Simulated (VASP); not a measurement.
KF (Carobbiite):

```
CELL_PARAMETERS angstrom
0.00000 2.65497 2.65497
2.65497 0.00000 2.65497
2.65497 2.65497 0.00000
ATOMIC_POSITIONS crystal
K 0.00000 0.00000 0.00000
F 0.50000 0.50000 0.50000
```

Base run:

```yaml
Program: VASP 6.6.1
Functional: PBE0
Potentials_or_basis: VASP PAW PBE potentials, release 64 (K_sv, F)
Cutoff: 520 eV
k_mesh: 6 × 6 × 6
Occupations: gaussian, width 0.03 eV
Spin: no spin polarisation
```

Its results: band gap on the k mesh 9.04 eV, direct; pressure 1.2 GPa.

Q: The run is repeated on the same cell with these changes: functional from PBE0 to PBE. What comes out?

A: Band gap on the k mesh 6.27 eV, direct; pressure 2.2 GPa.

PBE0 gives the wider gap, since exact exchange removes part of the self-interaction.

Caveats: the PAW data sets were made with another functional, which shifts forces and pressure a little (some runs).
